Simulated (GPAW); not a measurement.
Crystal: KI.

```
I K
1.0
     0.00000    3.53277    3.53277
     3.53277    0.00000    3.53277
     3.53277    3.53277    0.00000
I K
1 1
Direct
  0.50000 0.50000 0.50000
  0.00000 0.00000 0.00000
```

```yaml
Program: GPAW 26.7.0
Task: relaxation of cell and atoms
Functional: RPBE
Dispersion: D3(BJ)
Potentials_or_basis: the program's PAW data sets (release 1.2.1) made for this functional
Cutoff: 600 eV
Basis: pw
k_mesh: 7 × 7 × 7
Occupations: fermi-dirac, width 0.05 eV
Spin: no spin polarisation
```

At the start: pressure -4.4 GPa; volume 44.09 Å³/atom.

Task: Where does the relaxation end?

Result: Over 5 steps the energy falls by 246.1 meV/atom and the volume is 31.54 Å³/atom (-28.5 %); space group Fm-3m (No. 225, to 0.05 Å).

Step by step:
```tsv
step	energy change (eV)	largest force (eV/Å)	pressure (GPa)	volume (Å³)
1	0.0000	0.0000	-4.43	88.18
2	-0.0629	0.0000	-4.38	85.91
3	-0.4918	0.0000	-0.27	63.64
4	-0.4921	0.0000	0.17	62.73
5	-0.4923	0.0000	0.00	63.08
```

Final structure:
```
I K
1.0
     0.00000    3.15959    3.15959
     3.15959    0.00000    3.15959
     3.15959    3.15959    0.00000
I K
1 1
Cartesian
  3.1596 3.1596 3.1596
  0.0000 0.0000 0.0000
```

Caveat: later steps reuse the first step's grids; the volume moved by over 15 % at a fixed basis, so the end points are rough.
